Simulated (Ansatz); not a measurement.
# ZnS (Wurtzite-6H) (P6_3mc) in Ansatz: notebook

Runs on ZnS (Wurtzite-6H). Level: PBEsol+D3(BJ). Tasks: single point, equation of state.

Everything below comes from runs of Ansatz 0.2.0. Logs are shortened: lines on timing, memory, paths and dates and some standing lists are left out, and cuts for length are marked.

## Step 1: The structure

The structure is hexagonal, space group P6_3mc (No. 186). Conventional cell: a = 3.812 Å, b = 3.812 Å, c = 18.690 Å, α = 90.00°, β = 90.00°, γ = 120.00°. Zn (site symmetry 3m) is surrounded by 4 S at 2.33 to 2.34 Å. Around Zn (site symmetry 3m) lie 4 S at 2.33 to 2.34 Å. Around Zn (site symmetry 3m) lie 4 S at 2.33 to 2.34 Å. Around S (site symmetry 3m) lie 4 Zn at 2.33 to 2.34 Å. Around S (site symmetry 3m) lie 4 Zn at 2.33 to 2.34 Å. Around S (site symmetry 3m) lie 4 Zn at 2.33 to 2.34 Å.

## Step 2: Single point, PBEsol+D3(BJ), 18.42 Å³/atom (volume scaled by 0.94)

input.yaml reads:

```yaml
crystal:
  lattice:
    - [3.7341822464, 0.0, 0.0]
    - [-1.8670911232, 3.2338966877, 0.0]
    - [0.0, 0.0, 18.308454576]
  atoms:
    - { symbol: Zn, position: [0.3333333333, 0.6666666667, 0.83333] }
    - { symbol: Zn, position: [0.6666666667, 0.3333333333, 0.33333] }
    - { symbol: Zn, position: [0.6666666667, 0.3333333333, 0.66667] }
    - { symbol: Zn, position: [0.3333333333, 0.6666666667, 0.16667] }
    - { symbol: Zn, position: [0.0, 0.0, 0.5] }
    - { symbol: Zn, position: [0.0, 0.0, 0.0] }
    - { symbol: S, position: [0.3333333333, 0.6666666667, 0.95833] }
    - { symbol: S, position: [0.6666666667, 0.3333333333, 0.45833] }
    - { symbol: S, position: [0.6666666667, 0.3333333333, 0.79167] }
    - { symbol: S, position: [0.3333333333, 0.6666666667, 0.29167] }
    - { symbol: S, position: [0.0, 0.0, 0.625] }
    - { symbol: S, position: [0.0, 0.0, 0.125] }
hamiltonian:
  xc: pbesol
  pseudopotentials: { kind: paw }
  dispersion: d3bj
kpoints:
  mp_grid: { grid: [8, 8, 2] }
scf:
  occupations: { method: fermi_dirac, width: 0.05 }
output:
  forces: true
  stress: true
  eigenvalues: true
```

Potentials or basis: Ansatz PAW.

Run with:

```bash
ansatz run input.yaml --threads 2 --pin off --max-ram 5120MiB --backend cpu --events-out ev --progress --plain --runs-dir out
```

The program printed:

```text
Warning: RAYON_NUM_THREADS=2 ignored (pool sized by the plan → 2); use --threads N
Engine: ansatz 0.2.0, x86_64-unknown-linux-gnu
Pseudopotentials: kind: paw
Pseudopotential: Zn, paw, valence charge 12, recommended cutoff 420 eV (normal), Zn.paw.azcp
Pseudopotential: S, paw, valence charge 6, recommended cutoff 420 eV (normal), S.paw.azcp
Functional definition: PBEsol
  exchange = pbesol_x
  correlation = pbesol_c
Crystal: 12 atoms, lattice volume = 221.092 Å³
Basis set: ecut = 420 eV, 4357 PW (Γ), exchange–correlation on 50×50×250 points (8 copies of the dense FFT grid, shifted against one another)
Bands: 66, of which v1, the nominal top of the filled ones, is band 54 counted from 1 (53 counted from 0)
Symmetry: 12 space group operations
Space group: P63mc (ITA 186), of the structure as read, at distance tolerance 6.0e-5 Å
k-points: 20 of 128
Non-local potential: Zn, projectors of the file, l = 0: 2, l = 1: 2, l = 2: 3, l = 3: 1
Non-local potential: S, projectors of the file, l = 0: 2, l = 1: 2, l = 2: 2
PAW form: soft (Blöchl's): semilocal exchange-correlation on the pseudo side does not see the compensation charge
PAW frozen core: Zn, regenerated for the run's functional, and the local potential with it (the file was generated under x = pbe(κ = 0.804, μ = 0.2195149727645171), c = pbe(β = 0.06672455060314922))
PAW frozen core: S, regenerated for the run's functional, and the local potential with it (the file was generated under x = pbe(κ = 0.804, μ = 0.2195149727645171), c = pbe(β = 0.06672455060314922))
PAW one-centre angular grid: Zn, 590 points (default); XC on 64 Gauss nodes
PAW one-centre angular grid: S, 110 points (default); XC on 64 Gauss nodes
Initial density: superposition of atomic densities (neutral atoms: chi_scale 0, normalization atom), corrected by the library's trained network
Initial wavefunctions: pseudopotential atomic-orbital guess
Functional: x = pbesol(κ = 0.804, μ = 0.12345679012345678), c = pbesol(β = 0.046)
SCF iter   1: F=—  HF=-25007.882932 eV  |F-HF|=—  |Δ(HF+E_count)|=         —  Δρ=5.70e-3  dr2=7.84e-2  ethr=1.77e-3  ⟨swp⟩=10.5  Hψ=6587  notcnv=0  defer=8
preconditioner: auto → Resta (q_TF=auto, 2.421 Å⁻¹)  ε∞=6.7  [insulator: Δε(μ)=2.244 eV  Ē_g=10.842 eV  σ=0.050 eV  W_gap=1.00  n_scr=68 (ndim 8)  ℏωp=26.0 eV  f_vac=0.021  D(μ)=0.00/eV (n_scr^D=0)  ε∞_Penn≈6.7]
SCF iter   2: F=—  HF=-25007.861719 eV  |F-HF|=—  |Δ(HF+E_count)|=   2.12e-2  Δρ=2.13e-3  dr2=1.69e-2  ethr=7.26e-5  ⟨swp⟩=2.9  Hψ=2737  notcnv=0  defer=55
SCF iter   3: F=—  HF=-25007.858461 eV  |F-HF|=—  |Δ(HF+E_count)|=   3.26e-3  Δρ=1.64e-3  dr2=3.97e-3  ethr=1.57e-5  ⟨swp⟩=2.0  Hψ=2296  notcnv=0  defer=15
automatic band count: iteration 3 solves 63 bands in place of 66: the levels show a gap, and the empty bands left out lie too high to hold charge; the band table lists the bands solved (type scf.n_extra_bands for more)
SCF iter   4: F=—  HF=-25007.856862 eV  |F-HF|=—  |Δ(HF+E_count)|=   1.60e-3  Δρ=3.95e-4  dr2=3.37e-4  ethr=3.67e-6  ⟨swp⟩=2.0  Hψ=2134  notcnv=0  defer=15
SCF iter   5: F=—  HF=-25007.856987 eV  |F-HF|=—  |Δ(HF+E_count)|=   1.26e-4  Δρ=8.58e-5  dr2=2.65e-5  ethr=3.12e-7  ⟨swp⟩=2.8  Hψ=2277  notcnv=0  defer=15
SCF iter   6: F=—  HF=-25007.856973 eV  |F-HF|=—  |Δ(HF+E_count)|=   1.43e-5  Δρ=3.90e-5  dr2=2.55e-6  ethr=2.45e-8  ⟨swp⟩=2.0  Hψ=2303  notcnv=0  defer=15
SCF iter   7: F=—  HF=-25007.856975 eV  |F-HF|=—  |Δ(HF+E_count)|=   2.03e-6  Δρ=1.08e-5  dr2=1.98e-7  ethr=2.36e-9  ⟨swp⟩=2.0  Hψ=2211  notcnv=0  defer=15
SCF iter   8: F=—  HF=-25007.856975 eV  |F-HF|=—  |Δ(HF+E_count)|=   1.20e-7  Δρ=1.10e-5  dr2=1.58e-7  ethr=9.26e-11  ⟨swp⟩=9.4  Hψ=5451  notcnv=0
SCF iter   9: F=-25007.856975 eV  HF=-25007.856975 eV  |F-HF|=7.64e-9  |Δ(HF+E_count)|=   5.46e-8  Δρ=2.39e-6  dr2=9.25e-9  ethr=9.26e-11  ⟨swp⟩=2.4  Hψ=4593  notcnv=0
SCF 1 converged in 9 iterations: F = -25007.856975 eV  dr2 = 9.25e-9
SCF converged after 9 iterations
Free energy (F): -25007.856975 eV
Harris-Foulkes:  -25007.856975 eV  (|F-HF|=7.64e-9)
Internal energy: -25007.856975 eV  (E = F + TS)
E sigma→0 (E₀):  -25007.856975 eV
Fermi energy:    7.798500 eV
--- Per-component energies (eV) ---
  E_band       = 88.484656
  E_kinetic    = 1439.110324
  E_local      = -11986.456438  (includes V_loc(G=0)·N_el)
  E_nonlocal   = 3860.911001
  E_hartree    = 5011.058078
  E_xc         = -1396.993148
  E_vxc        = -847.499107  (∫ρ·V_xc dr)
  E_paw        = -14246.947582  (= ΣΔE_a)
  E_vpaw       = -2399.698083  (= ΣTr[D̂ρ^β])
  E_aug_tail   = -0.002162  (compensation charges beyond the density's cutoff)
  E_ewald      = -7690.365032
  E_disp       = -3.327842  (pairwise vdW)
  E_core_change = 5.155825  (= ΣΔE_core)
  E_smearing   = -0.000000  (= −TS)
  E_closure    = -0.000000  (closes the sum)
  Σ components = -25007.856975   (vs F -25007.856975, Δ=0.00e0)
--- Forces (eV/Å), atoms counted from 1 ---
  atom   1  Zn     0.00000000    -0.00000000     0.00522879
  atom   2  Zn     0.00000000     0.00000000     0.00522879
  atom   3  Zn    -0.00000000    -0.00000000     0.02096383
  atom   4  Zn    -0.00000000     0.00000000     0.02096383
  atom   5  Zn     0.00000000     0.00000000    -0.00476895
  atom   6  Zn     0.00000000    -0.00000000    -0.00476895
  atom   7  S      0.00000000     0.00000000    -0.03465732
  atom   8  S      0.00000000    -0.00000000    -0.03465732
  atom   9  S      0.00000000     0.00000000    -0.01140995
  atom  10  S     -0.00000000    -0.00000000    -0.01140995
  atom  11  S      0.00000000     0.00000000     0.02464787
  atom  12  S      0.00000000    -0.00000000     0.02464787
  max |Σ_I F_I| component: 8.54e-6 eV/Å
--- Stress (GPa, compression-positive) ---
        1.216455       0.000000      -0.000000
        0.000000       1.216455      -0.000000
       -0.000000      -0.000000       1.296137
  P = ⅓ Tr σ = 1.2430 GPa (12.430 kbar)
--- Band table (eV; the first three rows and the last of 20) ---
  k-point 0: bands = ["-7.0521", "-6.8238", "-6.8155", "-6.2896", "-6.2813", "-5.9704", "-0.0767", "-0.0648", "-0.0592", "-0.0554", "-0.0554", "-0.0332", "-0.0332", "-0.0116", "-0.0116", "0.0292", "0.0292", "0.0458", "0.0458", "0.0482", "0.0598", "0.0634", "0.0634", "0.5007", "0.5007", "0.5055", "0.5055", "0.5243", "0.5243", "0.5303", "0.5303", "0.5516", "0.5516", "0.5637", "0.5637", "0.6836", "0.8381", "2.4260", "2.4396", "4.7935", "4.8134", "5.6257", "5.6257", "5.8407", "5.8407", "5.8546", "5.8546", "6.3311", "6.3311", "6.3429", "6.3429", "6.5885", "6.6156", "6.6156", "8.9112", "9.8308", "9.9514", "9.9720", "10.1140", "10.1285", "12.7788", "12.7788", "12.8124"]
  k-point 1: bands = ["-6.9917", "-6.9917", "-6.5659", "-6.5659", "-6.0588", "-6.0588", "-0.0658", "-0.0658", "-0.0475", "-0.0475", "-0.0475", "-0.0475", "-0.0464", "-0.0464", "0.0092", "0.0092", "0.0092", "0.0092", "0.0574", "0.0574", "0.0574", "0.0574", "0.2975", "0.2975", "0.5033", "0.5033", "0.5033", "0.5033", "0.5262", "0.5262", "0.5262", "0.5262", "0.5586", "0.5586", "0.5586", "0.5586", "1.4788", "1.4788", "3.5726", "3.5726", "5.6840", "5.6840", "5.6840", "5.6840", "5.9690", "5.9690", "6.0833", "6.0833", "6.0833", "6.0833", "6.5380", "6.5380", "6.5380", "6.5380", "9.3994", "9.3994", "9.8773", "9.8773", "10.2005", "10.2005", "12.7928", "12.7928", "12.8720"]
  k-point 2: bands = ["-6.9332", "-6.7138", "-6.7053", "-6.2044", "-6.1961", "-5.9038", "-0.0964", "-0.0899", "-0.0630", "-0.0365", "-0.0316", "-0.0066", "-0.0031", "0.0059", "0.0104", "0.0148", "0.0245", "0.0617", "0.0651", "0.0785", "0.0914", "0.0994", "0.1108", "0.4605", "0.4812", "0.4905", "0.5009", "0.5070", "0.5190", "0.5191", "0.5398", "0.5447", "0.5574", "0.5654", "0.5697", "0.7951", "0.9775", "2.4849", "2.4970", "4.5468", "4.5749", "4.7967", "5.1034", "5.1230", "5.3479", "5.5950", "5.6033", "5.6143", "5.7675", "5.8793", "6.1498", "6.1580", "6.4401", "6.4701", "9.7111", "10.5228", "10.5990", "10.6517", "10.7094", "10.8664", "12.1199", "12.1695", "12.4954"]
  k-point 19: bands = ["-5.7866", "-5.7866", "-5.7135", "-5.7135", "-5.6454", "-5.6454", "-0.0014", "-0.0014", "0.0421", "0.0421", "0.1070", "0.1070", "0.1508", "0.1508", "0.1933", "0.1933", "0.2591", "0.2591", "0.3598", "0.3598", "0.3970", "0.3970", "0.4442", "0.4442", "0.4986", "0.4986", "0.5257", "0.5257", "0.5478", "0.5478", "0.7450", "0.7450", "0.7947", "0.7947", "0.9018", "0.9018", "1.4117", "1.4117", "1.6674", "1.6674", "1.8436", "1.8436", "2.9938", "2.9938", "3.3672", "3.3672", "3.8178", "3.8178", "4.3212", "4.3212", "4.7316", "4.7316", "5.0255", "5.0255", "10.8915", "10.8915", "11.1908", "11.1908", "11.7361", "11.7361", "12.5967", "12.5967", "12.7930"]
```

It took 57 s on 2 threads of AMD EPYC (Zen 3), shared host; peak memory 0.59 GiB.

What came out:

```yaml
Free_energy: -25007.8570 eV
Pressure: 1.2 GPa
Largest_force: 0.035 eV/Å
Band_gap_on_the_k_mesh: 2.30 eV, direct
```

Caveat: the cell's inner coordinates are idealised or old, which leaves forces on the atoms; the PAW data sets come from PBE, with cores solved anew for the run's functional, which leaves a small shift of forces and pressure.

## Step 3: Single point, PBEsol+D3(BJ), 18.82 Å³/atom (volume scaled by 0.96)

Edit input.yaml of step 2 so:

```diff
@@ -2,5 +2,5 @@
   lattice:
-    - [3.7341822464, 0.0, 0.0]
-    - [-1.8670911232, 3.2338966877, 0.0]
-    - [0.0, 0.0, 18.308454576]
+    - [3.7604801709, 0.0, 0.0]
+    - [-1.8802400855, 3.2566713584, 0.0]
+    - [0.0, 0.0, 18.4373916028]
   atoms:
@@ -30 +30,5 @@
   eigenvalues: true
+  write_density: true
+  write_potential: true
+  elf: true
+  volumetric_format: npy
```

Potentials or basis: Ansatz PAW.

Run with:

```bash
ansatz run input.yaml --threads 2 --pin off --max-ram 5120MiB --backend cpu --events-out ev --progress --plain --runs-dir out
```

Wall time 67 s (2 threads of AMD EPYC (Zen 3), shared host); peak memory 0.61 GiB.

Results (log left out):

| Property | Result |
| --- | --- |
| Free energy | -25007.8665 eV |
| Pressure | -0.6 GPa |
| Largest force | 0.031 eV/Å |
| Band gap on the k mesh | 2.20 eV, direct |

Caveat: the cell's inner coordinates are idealised or old, which leaves forces on the atoms; the PAW data sets come from PBE, with cores solved anew for the run's functional, which leaves a small shift of forces and pressure.

## Step 4: Single point, PBEsol+D3(BJ), 19.21 Å³/atom (volume scaled by 0.98)

Edit input.yaml of step 3 so:

```diff
@@ -2,5 +2,5 @@
   lattice:
-    - [3.7604801709, 0.0, 0.0]
-    - [-1.8802400855, 3.2566713584, 0.0]
-    - [0.0, 0.0, 18.4373916028]
+    - [3.7864153365, 0.0, 0.0]
+    - [-1.8932076683, 3.2791318707, 0.0]
+    - [0.0, 0.0, 18.5645500459]
   atoms:
@@ -30,5 +30 @@
   eigenvalues: true
-  write_density: true
-  write_potential: true
-  elf: true
-  volumetric_format: npy
```

Run with:

```bash
ansatz run input.yaml --threads 2 --pin off --max-ram 5120MiB --backend cpu --events-out ev --progress --plain --runs-dir out
```

Wall time 52 s (2 threads of AMD EPYC (Zen 3), shared host); peak memory 0.61 GiB.

It converged, with:

- Free energy: -25007.8259 eV
- Pressure: -2.2 GPa
- Largest force: 0.029 eV/Å
- Band gap on the k mesh: 2.11 eV, direct

Caveat: the cell's inner coordinates are idealised or old, which leaves forces on the atoms; the PAW data sets come from PBE, with cores solved anew for the run's functional, which leaves a small shift of forces and pressure.

## Step 5: Single point, PBEsol+D3(BJ), 19.60 Å³/atom

Edit input.yaml of step 4 so:

```diff
@@ -2,5 +2,5 @@
   lattice:
-    - [3.7864153365, 0.0, 0.0]
-    - [-1.8932076683, 3.2791318707, 0.0]
-    - [0.0, 0.0, 18.5645500459]
+    - [3.812, 0.0, 0.0]
+    - [-1.906, 3.3012888392, 0.0]
+    - [0.0, 0.0, 18.68999]
   atoms:
```

Run with:

```bash
ansatz run input.yaml --threads 2 --pin off --max-ram 5120MiB --backend cpu --events-out ev --progress --plain --runs-dir out
```

Run time: 54 s. Hardware: 2 threads of AMD EPYC (Zen 3), shared host; peak memory 0.61 GiB.

It converged, with:

```yaml
Free_energy: -25007.7405 eV
Pressure: -3.6 GPa
Largest_force: 0.026 eV/Å
Band_gap_on_the_k_mesh: 2.02 eV, direct
```

Caveat: the cell's inner coordinates are idealised or old, which leaves forces on the atoms; the PAW data sets come from PBE, with cores solved anew for the run's functional, which leaves a small shift of forces and pressure.

## Step 6: Single point, PBEsol+D3(BJ), 19.99 Å³/atom (volume scaled by 1.02)

Edit input.yaml of step 5 so:

```diff
@@ -2,5 +2,5 @@
   lattice:
-    - [3.812, 0.0, 0.0]
-    - [-1.906, 3.3012888392, 0.0]
-    - [0.0, 0.0, 18.68999]
+    - [3.8372457688, 0.0, 0.0]
+    - [-1.9186228844, 3.3231523164, 0.0]
+    - [0.0, 0.0, 18.8137683755]
   atoms:
@@ -30 +30,5 @@
   eigenvalues: true
+  write_density: true
+  write_potential: true
+  elf: true
+  volumetric_format: npy
```

Potentials or basis: Ansatz PAW.

Run with:

```bash
ansatz run input.yaml --threads 2 --pin off --max-ram 5120MiB --backend cpu --events-out ev --progress --plain --runs-dir out
```

Run time: 72 s. Hardware: 2 threads of AMD EPYC (Zen 3), shared host; peak memory 0.63 GiB.

The run converged. Its results:

```
Free energy            : -25007.6154 eV
Pressure               : -4.9 GPa
Largest force          : 0.025 eV/Å
Band gap on the k mesh : 1.94 eV, direct
```

Caveat: the cell's inner coordinates are idealised or old, which leaves forces on the atoms; the PAW data sets come from PBE, with cores solved anew for the run's functional, which leaves a small shift of forces and pressure.

## Step 7: Single point, PBEsol+D3(BJ), 20.38 Å³/atom (volume scaled by 1.04)

Edit input.yaml of step 6 so:

```diff
@@ -2,5 +2,5 @@
   lattice:
-    - [3.8372457688, 0.0, 0.0]
-    - [-1.9186228844, 3.3231523164, 0.0]
-    - [0.0, 0.0, 18.8137683755]
+    - [3.8621636474, 0.0, 0.0]
+    - [-1.9310818237, 3.3447318322, 0.0]
+    - [0.0, 0.0, 18.9359391258]
   atoms:
@@ -30,5 +30 @@
   eigenvalues: true
-  write_density: true
-  write_potential: true
-  elf: true
-  volumetric_format: npy
```

Run with:

```bash
ansatz run input.yaml --threads 2 --pin off --max-ram 5120MiB --backend cpu --events-out ev --progress --plain --runs-dir out
```

It took 52 s on 2 threads of AMD EPYC (Zen 3), shared host; peak memory 0.62 GiB.

Results (log left out):

| Item | Value |
| --- | --- |
| Free energy | -25007.4546 eV |
| Pressure | -6.0 GPa |
| Largest force | 0.025 eV/Å |
| Band gap on the k mesh | 1.86 eV, direct |

Caveat: the cell's inner coordinates are idealised or old, which leaves forces on the atoms; the PAW data sets come from PBE, with cores solved anew for the run's functional, which leaves a small shift of forces and pressure.

## Step 8: Single point, PBEsol+D3(BJ), 20.78 Å³/atom (volume scaled by 1.06)

Edit input.yaml of step 7 so:

```diff
@@ -2,5 +2,5 @@
   lattice:
-    - [3.8621636474, 0.0, 0.0]
-    - [-1.9310818237, 3.3447318322, 0.0]
-    - [0.0, 0.0, 18.9359391258]
+    - [3.8867640791, 0.0, 0.0]
+    - [-1.9433820395, 3.366036431, 0.0]
+    - [0.0, 0.0, 19.0565534549]
   atoms:
```

Run with:

```bash
ansatz run input.yaml --threads 2 --pin off --max-ram 5120MiB --backend cpu --events-out ev --progress --plain --runs-dir out
```

Run time: 46 s. Hardware: 2 threads of AMD EPYC (Zen 3), shared host; peak memory 0.62 GiB.

The run converged. Its results:

```yaml
Free_energy: -25007.2620 eV
Pressure: -7.1 GPa
Largest_force: 0.025 eV/Å
Band_gap_on_the_k_mesh: 1.78 eV, direct
```

Caveat: the cell's inner coordinates are idealised or old, which leaves forces on the atoms; the PAW data sets come from PBE, with cores solved anew for the run's functional, which leaves a small shift of forces and pressure.

## Step 9: Equation of state, PBEsol+D3(BJ)

Potentials or basis: Ansatz PAW.

This step only gathers the single runs of the series.

Results:

* Equilibrium volume: 18.69 Å³/atom
* Bulk modulus at fixed shape and positions: 84 GPa
* Pressure derivative of the bulk modulus: 4.5

Energy against volume, from the lowest point:
```csv
volume (Å³/atom),energy (meV/atom)
18.424,0.79
18.816,0.00
19.208,3.39
19.600,10.50
19.992,20.93
20.384,34.33
20.776,50.37
```

Caveat: the cell was scaled at fixed shape and fractional positions, which overstates the stiffness of a crystal with free parameters, most of all of layers and chains; the cell's inner coordinates are idealised or old, which leaves forces on the atoms.
